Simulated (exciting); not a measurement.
# C (Fd-3m) in exciting: a series of runs, part 2 of 2

exciting (release sodium).

**4. Band structure, PBE**

The input, input.xml:

```xml
<input>
  <title>C</title>
  <structure speciespath="./" tshift="false">
    <crystal scale="1">
      <basevect>0.000000000000 3.370080878874 3.370080878874</basevect>
      <basevect>3.370080878874 0.000000000000 3.370080878874</basevect>
      <basevect>3.370080878874 3.370080878874 0.000000000000</basevect>
    </crystal>
    <species speciesfile="C.xml" rmt="1.4">
      <atom coord="0.750000000000 0.750000000000 0.750000000000"/>
      <atom coord="0.500000000000 0.500000000000 0.500000000000"/>
    </species>
  </structure>
  <groundstate do="fromscratch" ngridk="13 13 13" rgkmax="7.5" gmaxvr="14" lmaxapw="10" lmaxmat="10" lmaxvr="8" xctype="GGA_PBE" stype="Fermi Dirac" swidth="0.00183747" nempty="10" ValenceRelativity="iora*" epsengy="1e-05" epspot="1e-05" maxscl="60" outputlevel="normal"/>
  <properties>
    <bandstructure>
      <plot1d>
        <path steps="80">
          <point coord="0 0 0" label="G"/>
          <point coord="0.5 0 0.5" label="X"/>
          <point coord="0.5 0.25 0.75" label="W"/>
          <point coord="0.375 0.375 0.75" label="K"/>
          <point coord="0 0 0" label="G"/>
          <point coord="0.5 0.5 0.5" label="L"/>
          <point coord="0.625 0.25 0.625" label="U"/>
          <point coord="0.5 0.25 0.75" label="W"/>
          <point coord="0.5 0.5 0.5" label="L"/>
          <point coord="0.375 0.375 0.75" label="K" breakafter="true"/>
          <point coord="0.625 0.25 0.625" label="U"/>
          <point coord="0.5 0 0.5" label="X"/>
        </path>
      </plot1d>
    </bandstructure>
  </properties>
</input>
```

On the command line:

```
OMP_NUM_THREADS=1 exciting_smp
```

Run time: 94 s. Hardware: 1 thread of Arm Neoverse V1, shared host; peak memory 0.12 GiB.

The run converged. Its results:

- Free energy: -2073.4611 eV
- Band gap on the k mesh: 4.15 eV, indirect (least direct gap 5.60 eV)
- Band gap along the path: 4.14 eV, indirect (least direct gap 5.60 eV)
- All electrons inside the program's atomic spheres: C 4.27 (radii C 1.4 bohr)

Levels at the corners of the path, in eV from the valence-band top:
```csv
point,band 2,band 3,band 4,band 5,band 6,band 7
Γ,0.00,0.00,0.00,5.60,5.60,5.60
X,-12.76,-6.30,-6.30,4.77,4.77,16.83
W,-11.97,-8.32,-8.32,10.63,10.63,12.33
K,-11.73,-9.31,-5.36,5.69,10.75,14.38
Γ,0.00,0.00,0.00,5.60,5.60,5.60
L,-13.37,-2.80,-2.80,8.47,8.47,8.86
U,-11.73,-9.31,-5.36,5.69,10.75,14.38
W,-11.97,-8.32,-8.32,10.63,10.63,12.33
L,-13.37,-2.80,-2.80,8.47,8.47,8.86
K,-11.73,-9.31,-5.36,5.69,10.75,14.38
U,-11.73,-9.31,-5.36,5.69,10.75,14.38
X,-12.76,-6.30,-6.30,4.77,4.77,16.83
```

A hybrid or GW would open this gap; PBE tends to underestimate it.

**5. Band structure, LDA**

Edit input.xml of step 4 so:

```diff
@@ -13,3 +13,3 @@
   </structure>
-  <groundstate do="fromscratch" ngridk="13 13 13" rgkmax="7.5" gmaxvr="14" lmaxapw="10" lmaxmat="10" lmaxvr="8" xctype="GGA_PBE" stype="Fermi Dirac" swidth="0.00183747" nempty="10" ValenceRelativity="iora*" epsengy="1e-05" epspot="1e-05" maxscl="60" outputlevel="normal"/>
+  <groundstate do="fromscratch" ngridk="13 13 13" rgkmax="7.5" gmaxvr="14" lmaxapw="10" lmaxmat="10" lmaxvr="8" xctype="LDA_PW" stype="Fermi Dirac" swidth="0.00183747" nempty="10" ValenceRelativity="iora*" epsengy="1e-05" epspot="1e-05" maxscl="60" outputlevel="high"/>
   <properties>
@@ -33,2 +33,32 @@
     </bandstructure>
+    <chargedensityplot>
+      <plot3d>
+        <box grid="13 13 13">
+          <origin coord="0 0 0"/>
+          <point coord="1 0 0"/>
+          <point coord="0 1 0"/>
+          <point coord="0 0 1"/>
+        </box>
+      </plot3d>
+    </chargedensityplot>
+    <elfplot>
+      <plot3d>
+        <box grid="13 13 13">
+          <origin coord="0 0 0"/>
+          <point coord="1 0 0"/>
+          <point coord="0 1 0"/>
+          <point coord="0 0 1"/>
+        </box>
+      </plot3d>
+    </elfplot>
+    <exccplot>
+      <plot3d>
+        <box grid="13 13 13">
+          <origin coord="0 0 0"/>
+          <point coord="1 0 0"/>
+          <point coord="0 1 0"/>
+          <point coord="0 0 1"/>
+        </box>
+      </plot3d>
+    </exccplot>
   </properties>
```

On the command line:

```
OMP_NUM_THREADS=1 exciting_smp
```

It took 91 s on 1 thread of Arm Neoverse V1, shared host; peak memory 0.12 GiB.

It converged, with:

```
Free energy                                       : -2057.8926 eV
Band gap on the k mesh                            : 4.11 eV, indirect (least direct gap 5.55 eV)
Band gap along the path                           : 4.11 eV, indirect (least direct gap 5.55 eV)
All electrons inside the program's atomic spheres : C 4.27 (radii C 1.4 bohr)
```

Levels at the corners of the path, in eV from the valence-band top:
| point | band 1 | band 2 | band 3 | band 4 | band 5 | band 6 | band 7 | band 8 | band 9 |
| --- | --- | --- | --- | --- | --- | --- | --- | --- | --- |
| Γ | -21.31 | 0.00 | 0.00 | 0.00 | 5.55 | 5.55 | 5.55 | 13.55 | 19.02 |
| X | -12.61 | -12.61 | -6.29 | -6.29 | 4.71 | 4.71 | 16.64 | 16.64 | 22.96 |
| W | -11.78 | -11.78 | -8.35 | -8.35 | 10.45 | 10.45 | 12.33 | 12.33 | 21.07 |
| K | -12.77 | -11.59 | -9.36 | -5.35 | 5.62 | 10.66 | 14.24 | 15.54 | 18.48 |
| Γ | -21.31 | 0.00 | 0.00 | 0.00 | 5.55 | 5.55 | 5.55 | 13.55 | 19.02 |
| L | -15.48 | -13.36 | -2.79 | -2.79 | 8.39 | 8.39 | 9.01 | 15.42 | 21.54 |
| U | -12.77 | -11.59 | -9.36 | -5.35 | 5.62 | 10.66 | 14.24 | 15.54 | 18.48 |
| W | -11.78 | -11.78 | -8.35 | -8.35 | 10.45 | 10.45 | 12.33 | 12.33 | 21.07 |
| L | -15.48 | -13.36 | -2.79 | -2.79 | 8.39 | 8.39 | 9.01 | 15.42 | 21.54 |
| K | -12.77 | -11.59 | -9.36 | -5.35 | 5.62 | 10.66 | 14.24 | 15.54 | 18.48 |
| U | -12.77 | -11.59 | -9.36 | -5.35 | 5.62 | 10.66 | 14.24 | 15.54 | 18.48 |
| X | -12.61 | -12.61 | -6.29 | -6.29 | 4.71 | 4.71 | 16.64 | 16.64 | 22.96 |

Expect the measured gap to be larger: semilocal functionals such as LDA lack the derivative discontinuity.

**6. Summary**

```csv
task,level,potentials or basis,k mesh,smearing,outputlevel,DOS window about the Fermi level (Ha),valence relativity,rgkmax,other keys,gap on the mesh (eV)
density of states,TASK,"all-electron LAPW+lo, shipped species files, valence relativity zora",12 × 12 × 12,gaussian 0.1 eV,normal,"[-0.3, 0.3] Ha",zora,6.5,deband = 0.005; ngridk = 12 × 12 × 12,4.41
band structure,PBE,"all-electron LAPW+lo, shipped species files, valence relativity iora*",13 × 13 × 13,fermi-dirac 0.05 eV,normal,-,iora*,7.5,-,4.15
band structure,LDA,"all-electron LAPW+lo, shipped species files, valence relativity iora*",13 × 13 × 13,fermi-dirac 0.05 eV,high,-,iora*,7.5,-,4.11
```

Alike in all rows: no spin polarisation; cell as given.

Caveats: this version's total energy under meta-GGAs is doubtful, so none is listed (some runs).

Compare energies only between runs with the same functional and basis.
